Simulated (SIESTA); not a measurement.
Runs of SIESTA 5.4.2 on MgB2. Symmetry: P6/mmm, No. 191, hexagonal system. The conventional cell has a = 3.085 Å, b = 3.085 Å, c = 3.523 Å, α = 90.00°, β = 90.00°, γ = 120.00°. Mg (site symmetry 6/mmm) is surrounded by 12 B at 2.51 Å. Around B (site symmetry -6m2) lie 3 B at 1.78 Å. 

```csv
level,potentials or basis,gap on the mesh (eV),pressure (GPa)
revPBE,"PseudoDojo 0.4 standard (PBE files), DZP (energy shift 0.003 Ry; two zetas on semicore shells)",none,5.6
WC,"PseudoDojo 0.4 standard (PBEsol files), DZP (energy shift 0.003 Ry; two zetas on semicore shells)",none,2.8
RPBE,"PseudoDojo 0.4 standard (PBE files), DZP (energy shift 0.003 Ry; two zetas on semicore shells)",none,(c)
PBE,"PseudoDojo 0.4 standard (PBE files), DZP (energy shift 0.003 Ry; two zetas on semicore shells)",none,4.1
PW91,"PseudoDojo 0.4 standard (PBE files), DZP (energy shift 0.003 Ry; two zetas on semicore shells)",none,4.2
LDA,"PseudoDojo 0.4 standard (LDA files), DZP (energy shift 0.003 Ry; two zetas on semicore shells)",none,(b)
BLYP,"PseudoDojo 0.4 standard (PBE files), DZP (energy shift 0.003 Ry; two zetas on semicore shells)",none,7.2
AM05,"PseudoDojo 0.4 standard (PBEsol files), DZP (energy shift 0.003 Ry; two zetas on semicore shells)",none,(a)
PBEsol,"PseudoDojo 0.4 standard (PBEsol files), DZP (energy shift 0.003 Ry; two zetas on semicore shells)",none,2.4
```

Alike in all rows: task single point; no spin polarisation; cell as given; k mesh 10 × 10 × 8; smearing fermi-dirac 0.05 eV; grid cutoff 800 Ry; energy shift 0.003 Ry.

Task: Estimate the missing entries.

Result: (a) 2.2; (b) -2.1; (c) 5.9.

Caveats: the basis of atomic orbitals isn't converged, which shifts pressures, moduli and gaps; the potentials were made for another functional, which shifts forces and pressure (some runs).

A gap of «none» marks a metal or a gap under the smearing width.
